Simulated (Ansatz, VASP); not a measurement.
# Cross-check of BN (Qingsongite) between VASP and Ansatz

Aim: how closely do two programs agree when they are given the same cell, functional and k mesh?

Program: Ansatz 0.2.0. Level of theory: plane waves, with VASP 6.6.1 beside it; band structure at PBE and single point at PBE. Results are calculated unless marked as measured.

## Step 1: The starting structure

The structure is cubic, space group F-43m (No. 216). The conventional cell has a = 3.615 Å, b = 3.615 Å, c = 3.615 Å, α = 90.00°, β = 90.00°, γ = 90.00°. Nearest to B lie 4 N at 1.57 Å. Nearest to N lie 4 B at 1.57 Å. Farther neighbours and most contacts between anions are not listed.

Structure file:

```cif
data_structure
_symmetry_space_group_name_H-M 'P 1'
_symmetry_Int_Tables_number 1
_cell_length_a 2.5562
_cell_length_b 2.5562
_cell_length_c 2.5562
_cell_angle_alpha 60.000
_cell_angle_beta 60.000
_cell_angle_gamma 60.000
_cell_volume 11.81
loop_
_atom_site_label
_atom_site_type_symbol
_atom_site_fract_x
_atom_site_fract_y
_atom_site_fract_z
_atom_site_occupancy
B1 B 0.00000 0.00000 0.00000 1
N2 N 0.25000 0.25000 0.25000 1
```

## Step 2: VASP: band structure, PBE

Levels along a path test the potential and the projectors away from the mesh points.

Lines of VASP's logs that name or quote its potential files are left out, and so is its time.

File INCAR:

```
SYSTEM = BN
PREC = Accurate
ENCUT = 450
EDIFF = 1E-08
NELM = 100
ISMEAR = 0
SIGMA = 0.01
LREAL = .FALSE.
ALGO = Normal
GGA = PE
NBANDS = 10
LORBIT = 11
LWAVE = .TRUE.
LCHARG = .FALSE.
KPAR = 8
```

File POSCAR:

```
BN
1.0
    0.0000000000      1.8075000000      1.8075000000
    1.8075000000      0.0000000000      1.8075000000
    1.8075000000      1.8075000000      0.0000000000
B N
1 1
Direct
    0.0000000000      0.0000000000      0.0000000000
    0.2500000000      0.2500000000      0.2500000000
```

File KPOINTS:

```
Automatic mesh
0
Gamma
6 6 6
0 0 0
```

File KPOINTS_OPT:

```
Line mode
12
Line-mode
Reciprocal
  0.00000000   0.00000000   0.00000000 GAMMA
  0.50000000   0.00000000   0.50000000 X

  0.50000000   0.00000000   0.50000000 X
  0.50000000   0.25000000   0.75000000 W

  0.50000000   0.25000000   0.75000000 W
  0.37500000   0.37500000   0.75000000 K

  0.37500000   0.37500000   0.75000000 K
  0.00000000   0.00000000   0.00000000 GAMMA

  0.00000000   0.00000000   0.00000000 GAMMA
  0.50000000   0.50000000   0.50000000 L

  0.50000000   0.50000000   0.50000000 L
  0.62500000   0.25000000   0.62500000 U

  0.62500000   0.25000000   0.62500000 U
  0.50000000   0.25000000   0.75000000 W

  0.50000000   0.25000000   0.75000000 W
  0.50000000   0.50000000   0.50000000 L

  0.50000000   0.50000000   0.50000000 L
  0.37500000   0.37500000   0.75000000 K

  0.62500000   0.25000000   0.62500000 U
  0.50000000   0.00000000   0.50000000 X
```

PAW data sets: B_GW and N_GW (PBE family, release 64).

The run is started by

```console
> mpirun -np 8 vasp_std
```

Numbers of over 12 decimals in the logs are rounded to 6 here.

What it wrote:

```text
[banner, memory and clock lines left out]
running    8 mpi-ranks, on    1 nodes
 distrk:  each k-point on    1 cores,    8 groups
 distr:  one band on    1 cores,    1 groups

 POSCAR found type information on POSCAR B N
 POSCAR found :  2 types and       2 ions
|                                                                             |
|           W    W    AA    RRRRR   N    N  II  N    N   GGGG   !!!           |
|           W    W   A  A   R    R  NN   N  II  NN   N  G    G  !!!           |
|           W    W  A    A  R    R  N N  N  II  N N  N  G       !!!           |
|           W WW W  AAAAAA  RRRRR   N  N N  II  N  N N  G  GGG   !            |
|           WW  WW  A    A  R   R   N   NN  II  N   NN  G    G                |
|           W    W  A    A  R    R  N    N  II  N    N   GGGG   !!!           |
|                                                                             |
|     For optimal performance we recommend to set                             |
|       NCORE = 2 up to number-of-cores-per-socket                            |
|     NCORE specifies how many cores store one orbital (NPAR=cpu/NCORE).      |
|     This setting can greatly improve the performance of VASP for DFT.       |
|     The default, NCORE=1 might be grossly inefficient on modern             |
|     multi-core architectures or massively parallel machines. Do your        |
|     Unfortunately you need to use the default for GW and RPA                |
|     calculations (for HF NCORE is supported but not extensively tested      |
|     yet).                                                                   |
|                                                                             |

 LDA part: xc-table for (Slater+PW92), standard interpolation
 POSCAR, INCAR and KPOINTS ok, starting setup
 FFT: planning ... GRIDC
 FFT: planning ... GRID_SOFT
 FFT: planning ... GRID
 WAVECAR not read
 entering main loop
       N       E                     dE             d eps       ncg     rms          rms(c)
DAV:   1     0.226330249695E+02    0.22633E+02   -0.50297E+03   328   0.796E+02
DAV:   2    -0.175557361752E+02   -0.40189E+02   -0.37667E+02   386   0.228E+02
DAV:   3    -0.183782548566E+02   -0.82252E+00   -0.82105E+00   390   0.284E+01
DAV:   4    -0.183816949129E+02   -0.34401E-02   -0.34398E-02   388   0.202E+00
DAV:   5    -0.183817131880E+02   -0.18275E-04   -0.18275E-04   376   0.136E-01    0.605E+00
DAV:   6    -0.175349256469E+02    0.84679E+00   -0.28631E+00   432   0.142E+01    0.229E+00
DAV:   7    -0.174572398666E+02    0.77686E-01   -0.86786E-02   456   0.308E+00    0.118E+00
DAV:   8    -0.174430818392E+02    0.14158E-01   -0.38474E-02   458   0.197E+00    0.142E-01
DAV:   9    -0.174434976866E+02   -0.41585E-03   -0.10655E-03   362   0.313E-01    0.385E-02
DAV:  10    -0.174434987652E+02   -0.10786E-05   -0.91524E-05   378   0.104E-01    0.936E-03
DAV:  11    -0.174435032019E+02   -0.44367E-05   -0.70868E-06   376   0.260E-02    0.370E-03
DAV:  12    -0.174435030513E+02    0.15064E-06   -0.85156E-07   438   0.956E-03    0.451E-04
DAV:  13    -0.174435031029E+02   -0.51621E-07   -0.24996E-08   354   0.153E-03    0.738E-05
DAV:  14    -0.174435031159E+02   -0.12979E-07   -0.85091E-10   222   0.305E-04    0.288E-05
DAV:  15    -0.174435031148E+02    0.10536E-08   -0.73687E-11   208   0.137E-04
   1 F= -.17443503E+02 E0= -.17443503E+02  d E =-.132845E-64
 Start KPOINTS_OPT (optional k-point list driver)
k-point batch [1-16\120]
       N       E                     dE             ncg
DAV:   1     0.778711428609E+03   -0.42036E+04      320
DAV:   2     0.421034315268E+02   -0.73661E+03      376
DAV:   3     0.268690312728E+02   -0.15234E+02      398
DAV:   4     0.268068878965E+02   -0.62143E-01      368
DAV:   5     0.268064570656E+02   -0.43083E-03      400
DAV:   6     0.268064533108E+02   -0.37548E-05      378
DAV:   7     0.268064532681E+02   -0.42669E-07      416
DAV:   8     0.268064532690E+02    0.85248E-09      378
[...]
k-point batch [113-120\120]
       N       E                     dE             ncg
DAV:   1     0.364036577414E+04   -0.31437E+04      160
DAV:   2     0.331852715977E+04   -0.32184E+03      186
DAV:   3     0.331178902449E+04   -0.67381E+01      238
DAV:   4     0.331177361790E+04   -0.15407E-01      188
DAV:   5     0.331177356737E+04   -0.50522E-04      186
DAV:   6     0.331177356697E+04   -0.40781E-06      206
DAV:   7     0.331177356696E+04   -0.17403E-08      212
 writing wavefunctions
```

From OUTCAR (step 2):

```text
ion  position               nearest neighbor table
   1  0.000  0.000  0.000-   2 1.57   2 1.57   2 1.57   2 1.57
   2  0.250  0.250  0.250-   1 1.57   1 1.57   1 1.57   1 1.57

  LATTYP: Found a face centered cubic cell.
 ALAT       =     3.6150000000

 Subroutine GETGRP returns: Found 24 space group operations
 (whereof 24 operations were pure point group operations)

The static configuration has the point symmetry T_d .

 Found     16 irreducible k-points:

   k-points           NKPTS =     16   k-points in BZ     NKDIM =     16   number of bands    NBANDS=     10

   dimension x,y,z NGX =    18 NGY =   18 NGZ =   18
   dimension x,y,z NGXF=    36 NGYF=   36 NGZF=   36

   ENCUT  =  450.0 eV  33.07 Ry    5.75 a.u.   4.42  4.42  4.42*2*pi/ulx,y,z

   NELECT =       8.0000    total number of electrons

 k-points in reciprocal lattice and weights: Automatic mesh
   0.00000000  0.00000000  0.00000000       0.005
   0.16666667  0.00000000  0.00000000       0.037
   0.33333333  0.00000000  0.00000000       0.037
   0.50000000  0.00000000  0.00000000       0.019
   0.16666667  0.16666667  0.00000000       0.028
   0.33333333  0.16666667  0.00000000       0.111
   0.50000000  0.16666667  0.00000000       0.111
  -0.33333333  0.16666667  0.00000000       0.111
  -0.16666667  0.16666667  0.00000000       0.056
[...]
-0.33333333  0.33333333  0.16666667       0.111
  -0.33333333  0.50000000  0.16666667       0.056

 average (electrostatic) potential at core
       1 -24.4177       2 -59.3431

 E-fermi :   7.5842

 k-point     1 :       0.0000    0.0000    0.0000
  band No.  band energies     occupation
      1     -12.7698      2.00000
      2       7.4659      2.00000
      3       7.4659      2.00000
      4       7.4659      2.00000
      5      16.2837      0.00000
      6      16.2837      0.00000
      7      16.2837      0.00000
      8      17.8070      0.00000
      9      32.2098      0.00000
    ...

 k-point     2 :       0.1667    0.0000    0.0000
  band No.  band energies     occupation
      1     -12.1008      2.00000
      2       4.4523      2.00000
      3       6.8429      2.00000
      4       6.8429      2.00000
      5      16.8071      0.00000
      6      17.1956      0.00000
      7      17.1956      0.00000
      8      19.7010      0.00000
      9      31.4651      0.00000
    ...

 k-point     3 :       0.3333    0.0000    0.0000
  band No.  band energies     occupation
      1     -10.2379      2.00000
      2      -0.4052      2.00000
      3       5.9031      2.00000
      4       5.9031      2.00000
      5      17.3685      0.00000
      6      18.1189      0.00000
      7      18.1189      0.00000
      8      22.0030      0.00000
      9      30.6953      0.00000
    ...

  Total       -0.0438754     -0.0438754     -0.0438754      0.0000000      0.0000000     -0.0000000
  in kB       -5.9520477     -5.9520477     -5.9520477      0.0000000      0.0000000     -0.0000000
  external PRESSURE =      -5.9520477 kB  Pullay stress =       0.0000000 kB

  energy-cutoff  :      450.00
  volume of cell :       11.81
      direct lattice vectors                 reciprocal lattice vectors
     0.000000000  1.807500000  1.807500000    -0.276625173  0.276625173  0.276625173
     1.807500000  0.000000000  1.807500000     0.276625173 -0.276625173  0.276625173
     1.807500000  1.807500000  0.000000000     0.276625173  0.276625173 -0.276625173

 POSITION                                       TOTAL-FORCE (eV/Angst)
 -----------------------------------------------------------------------------------
      0.00000      0.00000      0.00000        -0.000000     -0.000000     -0.000000
      0.90375      0.90375      0.90375         0.000000      0.000000      0.000000
 -----------------------------------------------------------------------------------
    total drift:                                0.000001      0.000001      0.000001

  FREE ENERGIE OF THE ION-ELECTRON SYSTEM (eV)
  ---------------------------------------------------
  free  energy   TOTEN  =       -17.4435031148 eV

  energy  without entropy=      -17.4435031148  energy(sigma->0) =      -17.44350311

 total charge
# of ion       s       p       d       tot
------------------------------------------
    1        0.641   1.258   0.000   1.898
    2        1.177   2.687   0.000   3.864
--------------------------------------------------
tot          1.818   3.945   0.000   5.763

[... 3 further parts left out ...]
```

The run ends at a pressure of -0.60 GPa.

## Step 3: Ansatz: band structure, PBE

Ansatz runs on its default PAW (the set named soft_2) files.

The same cell, functional, mesh and smearing now go to Ansatz, which takes its cutoff from its data sets.

File input.yaml:

```yaml
crystal:
  lattice:
    - [0.0, 1.8075, 1.8075]
    - [1.8075, 0.0, 1.8075]
    - [1.8075, 1.8075, 0.0]
  atoms:
    - { symbol: B, position: [0.0, 0.0, 0.0] }
    - { symbol: "N", position: [0.25, 0.25, 0.25] }
hamiltonian:
  xc: pbe
  pseudopotentials: { kind: paw }
kpoints:
  mp_grid: { grid: [6, 6, 6] }
  band_path:
    path:
      - [0.0, 0.0, 0.0]
      - [0.18182, 0.0, 0.18182]
      - [0.36364, 0.0, 0.36364]
      - [0.5, 0.0, 0.5]
      - [0.5, 0.09091, 0.59091]
      - [0.5, 0.18182, 0.68182]
      - [0.5, 0.25, 0.75]
      - [0.45455, 0.29545, 0.75]
      - [0.40909, 0.34091, 0.75]
      - [0.375, 0.375, 0.75]
      - [0.20455, 0.20455, 0.40909]
      - [0.06818, 0.06818, 0.13636]
      - [0.04545, 0.04545, 0.04545]
      - [0.22727, 0.22727, 0.22727]
      - [0.40909, 0.40909, 0.40909]
      - [0.51136, 0.47727, 0.51136]
      - [0.55682, 0.38636, 0.55682]
      - [0.60227, 0.29545, 0.60227]
      - [0.61364, 0.25, 0.63636]
      - [0.56818, 0.25, 0.68182]
      - [0.51136, 0.25, 0.73864]
      - [0.5, 0.29545, 0.70455]
      - [0.5, 0.38636, 0.61364]
      - [0.5, 0.47727, 0.52273]
      - [0.47727, 0.47727, 0.54545]
      - [0.43182, 0.43182, 0.63636]
      - [0.38636, 0.38636, 0.72727]
      - [0.60227, 0.20455, 0.60227]
      - [0.55682, 0.11364, 0.55682]
      - [0.5, 0.0, 0.5]
    npoints: 1
scf:
  occupations: { method: gaussian, width: 0.01 }
  n_extra_bands: 7
output:
  forces: true
  stress: true
  eigenvalues: true
```

The run is started by

```console
> ansatz run input.yaml --threads 2 --pin off --max-ram 4608MiB --backend cpu --events-out ev --progress --plain --runs-dir out
```

What it wrote:

```text
scf.n_extra_bands = 7 over 4 filled bands (N_el = 8.0): the run solves 11 bands
Engine: ansatz 0.2.0, aarch64-unknown-linux-gnu
Pseudopotentials: kind: paw
Pseudopotential: B, paw, valence charge 3, recommended cutoff 420 eV (normal), B.paw.azcp
Pseudopotential: N, paw, valence charge 5, recommended cutoff 420 eV (normal), N.paw.azcp
Functional definition: PBE
  parameter kappa = 0.804
  parameter beta = 0.066725
  exchange = pbe_x(kappa = kappa, mu = beta*pi^2/3)
  correlation = pbe_c(beta = beta)
Crystal: 2 atoms, lattice volume = 11.810 Å³
Basis set: ecut = 420 eV, 259 PW (Γ), exchange–correlation on 36×36×36 points (8 copies of the dense FFT grid, shifted against one another)
Bands: 11, of which v1, the nominal top of the filled ones, is band 4 counted from 1 (3 counted from 0)
Symmetry: 24 space group operations
Space group: F-43m (ITA 216), of the structure as read, at distance tolerance 2.3e-5 Å
k-points: 16 of 216 (time reversal used)
Non-local potential: B, projectors of the file, l = 0: 2, l = 1: 2, l = 2: 1
Non-local potential: N, projectors of the file, l = 0: 2, l = 1: 2, l = 2: 1
PAW form: soft (Blöchl's): semilocal exchange-correlation on the pseudo side does not see the compensation charge
PAW one-centre angular grid: B, 110 points (default); XC on 64 Gauss nodes
PAW one-centre angular grid: N, 110 points (default); XC on 64 Gauss nodes
Initial density: superposition of atomic densities (neutral atoms: chi_scale 0, normalization atom), corrected by the library's trained network
Initial wavefunctions: pseudopotential atomic-orbital guess
Functional: x = pbe(κ = 0.804, μ = 0.219515), c = pbe(β = 0.066725)
SCF iter   1: F=—  HF=-542.270761 eV  |F-HF|=—  |Δ(HF+E_count)|=         —  Δρ=1.69e-3  dr2=1.97e-4  ethr=1.77e-3  ⟨swp⟩=5.3  Hψ=984  notcnv=0
preconditioner: auto → none  [insulator: Δε(μ)=4.474 eV  Ē_g=25.340 eV  σ=0.010 eV  W_gap=1.00  n_scr=0 (ndim 8)  ℏωp=30.6 eV  f_vac=0.000  D(μ)=0.00/eV (n_scr^D=0)  ε∞_Penn≈2.5]
SCF iter   2: F=—  HF=-542.270878 eV  |F-HF|=—  |Δ(HF+E_count)|=   1.17e-4  Δρ=8.45e-4  dr2=4.28e-5  ethr=2.47e-6  ⟨swp⟩=2.6  Hψ=438  notcnv=0  defer=40
SCF iter   3: F=—  HF=-542.270940 eV  |F-HF|=—  |Δ(HF+E_count)|=   6.23e-5  Δρ=7.33e-5  dr2=2.51e-7  ethr=5.35e-7  ⟨swp⟩=2.1  Hψ=246  notcnv=0  defer=40
iter 4 did not close the SCF: its close was put off for the readings that it lacked (scf_convergence_deferred on its scf_iter line)
SCF iter   4: F=-542.270940 eV  HF=-542.270940 eV  |F-HF|=1.02e-8  |Δ(HF+E_count)|=   3.29e-7  Δρ=1.86e-5  dr2=1.01e-8  ethr=3.14e-9  ⟨swp⟩=2.5  Hψ=196  notcnv=0  defer=40
iter 5 did not close the SCF: its close was put off for the readings that it lacked (scf_convergence_deferred on its scf_iter line)
SCF iter   5: F=-542.270940 eV  HF=-542.270940 eV  |F-HF|=1.60e-11  |Δ(HF+E_count)|=   1.21e-8  Δρ=8.88e-7  dr2=4.81e-11  ethr=1.27e-10  ⟨swp⟩=2.3  Hψ=191  notcnv=0  defer=40
SCF iter   6: F=-542.270940 eV  HF=-542.270940 eV  |F-HF|=1.14e-13  |Δ(HF+E_count)|=  3.18e-12  Δρ=9.76e-8  dr2=4.33e-13  ethr=1.00e-12  ⟨swp⟩=4.0  Hψ=678  notcnv=0
SCF 1 converged in 6 iterations: F = -542.270940 eV  dr2 = 4.33e-13
  greatest PAW one-centre occupation: 0.787 electrons in one spin orbital (limit 2), on the N atom at site 1 (counted from 0), in its partial waves of l = 0
NSCF: frozen V_eff on 30 k-points
SCF converged after 6 iterations
Free energy (F): -542.270940 eV
Harris-Foulkes:  -542.270940 eV  (|F-HF|=1.14e-13)
Internal energy: -542.270940 eV  (E = F + TS)
E sigma→0 (E₀):  -542.270940 eV
Fermi energy:    13.417343 eV
--- Per-component energies (eV) ---
  E_band       = 26.463329
  E_kinetic    = 185.645334
  E_local      = -175.329853  (includes V_loc(G=0)·N_el)
  E_nonlocal   = 56.576074
  E_hartree    = 49.124757
  E_xc         = -93.447160
  E_vxc        = -116.230993  (∫ρ·V_xc dr)
  E_paw        = -206.455546  (= ΣΔE_a)
  E_vpaw       = -22.446853  (= ΣTr[D̂ρ^β])
  E_aug_tail   = 0.000103  (compensation charges beyond the density's cutoff)
  E_ewald      = -358.384650
  E_smearing   = -0.000000  (= −TS)
  E_closure    = 0.000000  (closes the sum)
  Σ components = -542.270940   (vs F -542.270940, Δ=0.00e0)
--- Forces (eV/Å), atoms counted from 1 ---
  atom   1  B      0.00000000    -0.00000000     0.00000000
  atom   2  N     -0.00000000    -0.00000000     0.00000000
  max |Σ_I F_I| component: 6.01e-16 eV/Å
--- Stress (GPa, compression-positive) ---
        3.082413       0.000000      -0.000000
       -0.000000       3.082413       0.000000
       -0.000000       0.000000       3.082413
  P = ⅓ Tr σ = 3.0824 GPa (30.824 kbar)
--- Band table (eV; the first three rows and the last of 16) ---
  k-point 0: bands = [-9.0504, 11.1824, 11.1824, 11.1824, 20.0111, 20.0111, 20.0111, 21.5036, ... 3 higher]
  k-point 1: bands = [-8.3802, 8.1719, 10.5631, 10.5631, 20.5247, 20.9210, 20.9210, 23.4065, ... 3 higher]
  k-point 2: bands = [-6.5166, 3.3148, 9.6213, 9.6213, 21.0835, 21.8437, 21.8437, 25.7085, ... 3 higher]
  k-point 15: bands = [-3.2369, 2.9909, 4.9890, 5.0340, 18.9595, 23.2057, 26.2551, 27.9680, ... 3 higher]
```

Run time: 0.87 s. Hardware: 2 threads of Arm Neoverse N1, shared host; peak memory 0.22 GiB; 1.2 s of CPU time.

Reading the cycles: dr2 is the Hartree energy of the density residual (eV), the measure of convergence; HF is the Harris–Foulkes estimate of the energy, which meets the free energy F at convergence.

## Step 4: Comparison

Known differences besides the potentials themselves: the cutoff is 420 eV in Ansatz and 450 eV in VASP; VASP leaves aspherical gradient terms in its spheres out (LASPH is not set), Ansatz keeps them. Total energies have different zeros and are not compared.

Compared:

```
                     quantity  Ansatz   VASP  difference
gap over the path points (eV)   4.470  4.458      +0.012
```

Levels at points of the path, from each program's valence-band top (eV; 3 filled, then empty):

```
k (reciprocal lattice)                              Ansatz                                VASP
     0.000 0.000 0.000       0.00 0.00 0.00 8.83 8.83 8.83       0.00 0.00 0.00 8.82 8.82 8.82
     0.182 0.000 0.182  -2.39 -1.99 -1.99 7.60 11.69 11.69  -2.40 -1.99 -1.99 7.59 11.68 11.68
     0.364 0.000 0.364   -6.81 -4.32 -4.32 5.34 9.95 16.24   -6.81 -4.32 -4.32 5.33 9.93 16.25
     0.500 0.000 0.500   -8.92 -4.91 -4.91 4.47 9.24 17.92   -8.92 -4.91 -4.91 4.46 9.23 17.93
     0.500 0.091 0.591  -8.69 -5.43 -5.36 5.63 10.16 17.01  -8.70 -5.43 -5.36 5.62 10.14 17.02
     0.500 0.182 0.682  -8.06 -6.37 -6.26 8.24 12.47 14.63  -8.07 -6.38 -6.27 8.23 12.46 14.64
     0.500 0.250 0.750  -7.59 -6.96 -6.50 9.61 13.29 14.51  -7.59 -6.97 -6.51 9.60 13.31 14.51
     0.455 0.295 0.750  -7.85 -7.29 -5.57 8.76 13.21 14.24  -7.85 -7.30 -5.58 8.75 13.21 14.25
     0.409 0.341 0.750  -8.07 -7.59 -4.42 7.35 12.94 15.28  -8.08 -7.60 -4.42 7.34 12.94 15.29
     0.375 0.375 0.750  -8.13 -7.66 -4.08 6.92 12.88 15.82  -8.13 -7.67 -4.08 6.91 12.87 15.83
```

Among the levels compared at these points, filled levels agree within 7 meV and empty ones within 17 meV. Not compared: the pressure (VASP's GW data sets at this cutoff don't carry it).

## Step 5: Further runs

Further runs change the set-up of one program: Ansatz's method, potentials or start, or VASP's data sets, cutoff or form of LDA. The table gives Ansatz less VASP for each quantity, since a change that brings one quantity closer may part another.

```
                                        run  gap over the path points (eV)
                                   as above                          0.012
          Ansatz's all-electron LAPW method                         0.0078
    Ansatz's larger PAW set (cutoff 900 eV)                         0.0073
norm-conserving potentials (cutoff 1240 eV)                         0.0052
```

[end of part 1 of 2]

[Lines on the potential files, build, host, timing and source positions are cut from VASP's logs without a mark.]

[Logs are printed without paths, hosts, clocks, repeated set-up lines and the standing remarks that a program may print on its own settings, such as how far it seeks lower states.]

[Hosts, paths, dates, database ids (printed as entryN), source tags and the programs' standing remarks are cut or masked in the printed files.]
